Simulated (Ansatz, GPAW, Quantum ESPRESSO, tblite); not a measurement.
**Sn: equilibrium volume by level of theory**

**What was measured.** The equilibrium volume of Sn (Fd-3m) is reported as 34.16 Å³/atom (arxiv:1703.07488). The runs below try to reproduce it.

The structure is cubic, space group Fd-3m (No. 227). Conventional cell: a = 6.467 Å, b = 6.467 Å, c = 6.467 Å, α = 90.00°, β = 90.00°, γ = 90.00°. Sn (site symmetry -43m) has 4 Sn at 2.80 Å as nearest neighbours.

This isn't the form of Sn at room conditions, which is tetragonal (white tin).

| rung | level | program and potentials | cutoff (eV) | k mesh | smearing | task | spin | core time | chip | equilibrium volume (Å³/atom) | miss | notes |
| --- | --- | --- | --- | --- | --- | --- | --- | --- | --- | --- | --- | --- |
| tight binding or semi-empirical | GFN1-xTB | tblite, the method's own minimal valence basis | - | 1 × 1 × 1 | fermi-dirac 0.05 | equation of state | off | 9.6 s | Arm Neoverse V2 | 35.54 | +4.0 % | coarse mesh; Γ point of a 3 × 3 × 3 supercell |
| LDA | LDA | Ansatz, all-electron LAPW, scalar-relativistic | - | 7 × 7 × 7 | fermi-dirac 0.05 | relaxation of cell and atoms | off | 12 s | Intel Xeon Platinum 8488C Sapphire Rapids | 33.93 | -0.7 % | - |
| GGA + dispersion | BLYP+D4 | Ansatz, all-electron LAPW, scalar-relativistic | - | 7 × 7 × 7 | fermi-dirac 0.05 | relaxation of cell and atoms | off | 24 s | Arm Neoverse V2 | 36.32 | +6.3 % | - |
| GGA + dispersion | PBE+D3(BJ) | Ansatz, all-electron LAPW, scalar-relativistic | - | 7 × 7 × 7 | fermi-dirac 0.05 | relaxation of cell and atoms | off | 24 s | Arm Neoverse V2 | 35.51 | +4.0 % | - |
| GGA | PBE | Ansatz, all-electron LAPW, scalar-relativistic | - | 7 × 7 × 7 | fermi-dirac 0.05 | relaxation of cell and atoms | off | 25 s | Arm Neoverse V2 | 36.86 | +7.9 % | - |
| GGA + dispersion | PBE+D4 | Ansatz, all-electron LAPW, scalar-relativistic | - | 7 × 7 × 7 | fermi-dirac 0.05 | relaxation of cell and atoms | off | 47 s | Intel Xeon Skylake/Cascade Lake | 35.38 | +3.6 % | - |
| GGA + dispersion | PBEsol+D4 | GPAW, PAW data sets generated for this functional | 600 | 6 × 6 × 6 | fermi-dirac 0.05 | equation of state | off | 99 s | Arm Neoverse V2 | 34.14 | -0.1 % | - |
| GGA + dispersion | PBEsol+D3(zero damping) | GPAW, PAW data sets generated for this functional | 600 | 6 × 6 × 6 | fermi-dirac 0.05 | equation of state | off | 1.7 min | Arm Neoverse V2 | 34.31 | +0.4 % | - |
| GGA + dispersion | revPBE+D3(BJ) | GPAW, the program's PAW data sets (release 1.2.1) made for this functional | 600 | 6 × 6 × 6 | fermi-dirac 0.05 | equation of state | off | 2.2 min | Arm Neoverse V1 | 35.05 | +2.6 % | - |
| GGA | PBEsol | GPAW, PAW data sets generated for this functional | 600 | 7 × 7 × 7 | fermi-dirac 0.05 | equation of state | off | 2.2 min | Arm Neoverse V2 | 34.79 | +1.8 % | - |
| GGA + dispersion | PBEsol+D4 | Quantum ESPRESSO, PseudoDojo 0.4.1 SR PBEsol standard | 980 | 7 × 7 × 7 | fermi-dirac 0.05 | equation of state | off | 3.4 min | Arm Neoverse V2 | 34.38 | +0.6 % | - |
| GGA + dispersion | PBE+D4 | Quantum ESPRESSO, PseudoDojo 0.4.1 SR PBE standard | 980 | 7 × 7 × 7 | fermi-dirac 0.05 | equation of state | off | 3.9 min | Arm Neoverse V2 | 35.43 | +3.7 % | - |
| GGA + dispersion | PBE+D3(BJ)+ATM | Ansatz, all-electron LAPW, relativistic spinors | - | 5 × 5 × 5 | fermi-dirac 0.05 | relaxation of cell and atoms | non-collinear, ferromagnetic start, SOC | 4.5 min | Arm Neoverse V1 | 35.68 | +4.4 % | - |

Times are single runs on shared hosts and different chips, so they are rough; meshes, cutoffs and the tasks' sizes weigh on the time. Smearing widths are in eV. For a metal such meshes aren't converged. Meshes differ between rows, which moves values too. Meshes are those of the run's cell of 2 atoms unless a note names another. Relaxations start from the cell shown or near it and stop with a little pressure left. The cell shown, of 33.80 Å³ an atom, is the runs' start and not the measured value. Misses use the values as printed. Runs on faulty files, with rough fits or with known faults for this quantity aren't shown.

By rung: LDA 33.93; GGA + dispersion 34.14 to 36.32; GGA 34.79 to 36.86; tight binding or semi-empirical on coarse meshes 35.54 (Å³/atom). Measured: 34.16 Å³/atom (arxiv:1703.07488). Closest, coarse meshes and atomic bases left aside, is PBEsol+D4 with GPAW, PAW data sets generated for this functional (-0.1 %), and PBE misses by +7.9 % on plain settings. The runs are for a static lattice, while measurements hold temperature and zero-point motion.

The volume of grey tin follows mainly the treatment of exchange. LDA overbinds slightly, while PBE stretches the sp³ network to 36.86 Å³/atom because its stronger gradient enhancement favours the more inhomogeneous density of a looser lattice. PBEsol, with weaker enhancement suited to slowly varying densities, recovers much of that expansion.

Adding a dispersion term contracts the lattice for both PBE and PBEsol, as expected for polarisable Sn atoms, but part of this gain may simply offset underbinding by the parent functional rather than measure genuine van der Waals attraction. The correction doesn't erase the choice of functional either: BLYP+D4 remains at 36.32 Å³/atom.

PBEsol+D4 gives 34.14 and 34.38 Å³/atom in two programs, a spread larger than the gap between its D4 and zero-damping D3 variants in GPAW. The data therefore support dispersion-corrected PBEsol as a good description of this volume, but not a ranking of the two corrections. Agreement in volume says nothing about the balance between grey and white tin, which needs their relative energies and vibrational entropy.
